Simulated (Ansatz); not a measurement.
# How much do the gradients of HfSiO₄ depend on the method?

Cell: an entry of the Crystallography Open Database (COD), its atoms then relaxed with PBE in this cell.

```cif
data_HfSiO4
_symmetry_space_group_name_H-M 'I4_1/amd:1'
_symmetry_Int_Tables_number 141
_cell_length_a 6.5725
_cell_length_b 6.5725
_cell_length_c 5.9632
_cell_angle_alpha 90.000
_cell_angle_beta 90.000
_cell_angle_gamma 90.000
loop_
_atom_site_label
_atom_site_type_symbol
_atom_site_symmetry_multiplicity
_atom_site_Wyckoff_symbol
_atom_site_fract_x
_atom_site_fract_y
_atom_site_fract_z
Hf Hf 4 a 0.0000 0.5000 0.2500
Si Si 4 b 0.5000 0.0000 0.2500
O O 16 h 0.5000 0.3147 0.8193
```

One atom of each set is listed; the run and its k-mesh use a cell of 12 atoms with edges of 5.52, 5.52, 5.52 Å.

First run. Method: Kohn–Sham DFT in Ansatz, PBE, plane waves and PAW, scalar-relativistic, 420 eV cutoff, Γ-centred 7×7×7 k-points, Fermi–Dirac smearing 0.02 eV.

```
site  V_zz (10²¹ V/m²)     η
  Hf             14.29  0.00
  Si             -2.06  0.00
   O              4.79  0.86
```

Second run. The same atoms and settings, except that the functional is LDA.

Q: Given the first result, estimate the second.

A: 

```tsv
site	V_zz	η	change of V_zz
Hf	14.85	0.00	+0.56
Si	-2.06	0.00	0.00
O	4.53	0.86	-0.26
```

The largest change of V_zz is on Hf, from 14.29 to 14.85. In per cent, |V_zz| changes by +4 on Hf, 0 on Si, -5 on O (all sites that start above 0.5).

Without spin–orbit coupling the gradients at and beside Hf can be off by some per cent, at some sites by more.
For the first run: At this cell the PBE pressure is 7 GPa, so with PBE the cell would grow if it were relaxed.
For the second run: At this cell the LDA pressure is -5 GPa, so with LDA the cell would shrink if it were relaxed.
